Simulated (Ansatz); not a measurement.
# Calculated ⁹⁷Mo nuclear quadrupole resonance for Te2Mo

Cell: a computed structure from the Materials Project (it need not be an observed phase).

```cif
data_structure
_symmetry_space_group_name_H-M 'P 1'
_symmetry_Int_Tables_number 1
_cell_length_a 6.3464
_cell_length_b 3.4942
_cell_length_c 14.8663
_cell_angle_alpha 90.000
_cell_angle_beta 92.116
_cell_angle_gamma 90.000
_cell_volume 329.45
loop_
_atom_site_label
_atom_site_type_symbol
_atom_site_fract_x
_atom_site_fract_y
_atom_site_fract_z
_atom_site_occupancy
Te1 Te 0.41935 0.00000 0.90115 1
Te2 Te 0.58109 0.50000 0.09855 1
Te3 Te 0.90945 0.50000 0.86175 1
Te4 Te 0.09105 0.00000 0.13792 1
Te5 Te 0.43254 0.50000 0.63827 1
Te6 Te 0.56720 0.00000 0.36206 1
Te7 Te 0.93626 0.00000 0.59892 1
Te8 Te 0.06309 0.50000 0.40139 1
Mo9 Mo 0.81900 0.00000 0.99309 1
Mo10 Mo 0.18149 0.50000 0.00653 1
Mo11 Mo 0.67978 0.50000 0.49352 1
Mo12 Mo 0.31969 0.00000 0.50683 1
```

Atoms are numbered from 1 in the order listed; like atoms form one site, named after its first atom.

All values are calculated (Ansatz; DFT, PBE, plane waves and PAW (field gradients read without the response of the frozen cores, which leaves them typically 4 to 6 % off), scalar-relativistic, 420 eV cutoff, Γ-centred 5×9×3 k-points, Fermi–Dirac smearing 0.05 eV), not measured.

⁹⁷Mo: I = 5/2, Q = 255.0 mb (year-2017 value). Static lattice, zero field.

(1) At which frequencies do the ⁹⁷Mo NQR lines lie?

(2) And for 95Mo (I = 5/2, Q = -22.00 mb) on Mo11?

## Answers

(1) For I = 5/2 and η = 0 the lines are 3|C_Q|/20 and twice that; η pulls their ratio below 2. At large η the states mix, and weaker lines appear at sums of the main ones; lines under 5 % of the strongest are left out.

```csv
site,atoms,V_zz (10²¹ V/m²),C_Q (MHz),η,line frequencies (MHz)
Mo9,"9, 10",-7.06,-43.5,0.95,"11.2, 11.6, 22.8"
Mo11,11,-7.08,-43.7,0.94,"11.1, 11.7, 22.8"
Mo12,12,-7.05,-43.5,0.94,"11.1, 11.6, 22.7"
```

(2) C_Q scales with Q to 3.77 MHz, with lines at 0.959, 1.01, 1.97 MHz.

With no gap above 0.1 eV, as in a metal, the gradients converge slowly in k; expect changes of a tenth or more on a denser mesh. Without spin–orbit coupling the gradients at and beside Te can be off by some per cent, at some sites by more.

The run took 2.3 min of wall time (2.3 min of CPU time) and 1.2 GiB at its peak, on 1 thread of Intel Xeon 6975P-C (Granite Rapids) (x86_64; 16 cores open to the job, memory cap 3.0 GiB, no GPU), a shared host with a load of 0.9 a core.
